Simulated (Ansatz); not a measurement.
CaSe, NiAs type was relaxed with 4 functionals in Ansatz, cell and atoms free, the symmetry of the start kept (meshes: PBE 6×6×4, r2SCAN 6×6×4, PBEsol 6×6×4, LDA 6×6×4). The calculation is spin-unpolarised, and the structure need not be a phase that has been made.

The PBEsol result:
```
CELL_PARAMETERS angstrom
4.08342 0.00000 0.00000
-2.04171 3.53635 0.00000
0.00000 0.00000 7.10367
ATOMIC_POSITIONS crystal
Ca 0.00000 0.00000 0.00000
Ca 0.00000 0.00000 0.50000
Se 0.33333 0.66667 0.25000
Se 0.66667 0.33333 0.75000
```

Space group P6_3/mmc (No. 194), hexagonal; conventional cell a = 4.083 Å, c = 7.104 Å, 25.64 Å³ an atom. Ca is surrounded by 6 Se at 2.95 Å; Se is surrounded by 6 Ca at 2.95 Å.

Task: Order the functionals by the relaxed volume, smallest first.
A. PBEsol
B. PBE
C. LDA
D. r2SCAN

Result: C (24.67 Å³/atom), A (25.64 Å³/atom), D (26.47 Å³/atom), B (26.84 Å³/atom).

Task: How does the cell change with r2SCAN?

Result: a = 4.132 Å, c = 7.163 Å; the volume differs by +3.2 % from PBEsol's. Around Ca lie 6 Se at 2.98 Å; around Se lie 6 Ca at 2.98 Å.

Task: What lattice does LDA give?

Result: a = 4.031 Å, c = 7.010 Å; the volume differs by -3.8 % from PBEsol's. Ca is surrounded by 6 Se at 2.91 Å; Se is surrounded by 6 Ca at 2.91 Å.

Task: Held at the r2SCAN cell, what mean stress do LDA and PBE find, and does its sign point to their own minimum?

Result: Yes. LDA -3.46 GPa, and its relaxed volume is -6.8 % from r2SCAN's; PBE +0.62 GPa, and its relaxed volume is +1.4 % from r2SCAN's. Compression counts positive, so a positive stress asks for a larger cell.
